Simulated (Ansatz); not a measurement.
# Band structure of Ti

```
Ti
1.0
    -1.64100    1.64100    1.64100
     1.64100   -1.64100    1.64100
     1.64100    1.64100   -1.64100
Ti
1
Direct
  0.00000 0.00000 0.00000
```

The structure is an experimental refinement, used without relaxation.

Method: DFT, PBE, all-electron LAPW, scalar-relativistic in Ansatz 0.2.0.

Sampling and basis: a Γ-centred 14×14×14 k mesh, Fermi–Dirac smearing of 0.05 eV, basis error target 0.25 meV/atom, no spin polarisation.

Points in fractions of the reciprocal vectors of this cell: Γ (0, 0, 0), H (0.5, -0.5, 0.5), N (0, 0, 0.5), P (0.25, 0.25, 0.25). The path joins them by straight lines in the order Γ–H–N–Γ–P–H–P–N; legs that retrace an earlier one aren't tabulated. Energies are in eV from the Fermi level.

(1) Metal or insulator at this level of theory?

(2) Tabulate bands 4 to 8, counted from the lowest band of the run, along the path.

Results:

(1) No gap opens: metallic or semimetallic.

(2) 
```
k (1/Å)  point  band 4  band 5  band 6  band 7  band 8
   0.00      Γ  -32.41   -5.88    0.98    0.98    0.98
   0.48         -32.47   -4.88    0.93    0.93    1.36
   0.96         -32.62   -2.61    0.07    1.28    1.28
   1.44         -32.78   -1.71   -1.47    2.55    2.55
   1.91      H  -32.85   -2.04   -2.04    3.85    3.85
   2.25         -32.79   -1.79   -1.77    2.82    2.97
   2.59         -32.64   -1.50   -1.00    1.21    1.84
   2.93         -32.48   -2.02    0.05    0.16    2.20
   3.27      N  -32.41   -2.40   -0.37    1.09    2.69
   3.61         -32.41   -2.72   -0.19    0.46    2.63
   3.95         -32.41   -4.03    0.26    0.46    2.36
   4.28         -32.41   -5.37    0.76    0.89    1.36
   4.62      Γ  -32.41   -5.88    0.98    0.98    0.98
   5.04         -32.43   -5.12    0.68    0.68    1.64
   5.45         -32.49   -3.20   -0.09   -0.09    2.73
   5.87         -32.59   -1.14   -0.60   -0.60    2.98
   6.28      P  -32.72   -0.60   -0.60   -0.60    3.09
   6.69         -32.51   -0.99   -0.46   -0.46    2.98
   7.11         -32.53   -0.85   -0.85   -0.22    2.96
   7.52         -32.73   -1.65   -1.65    2.03    3.46
   7.94      H  -32.85   -2.04   -2.04    3.85    3.85
   9.60      P  -32.72   -0.60   -0.60   -0.60    3.09
   9.84         -32.60   -0.91   -0.66   -0.31    3.03
  10.07         -32.50   -1.59   -0.57    0.18    2.88
  10.31         -32.44   -2.17   -0.43    0.77    2.75
  10.55      N  -32.41   -2.40   -0.37    1.09    2.69
```
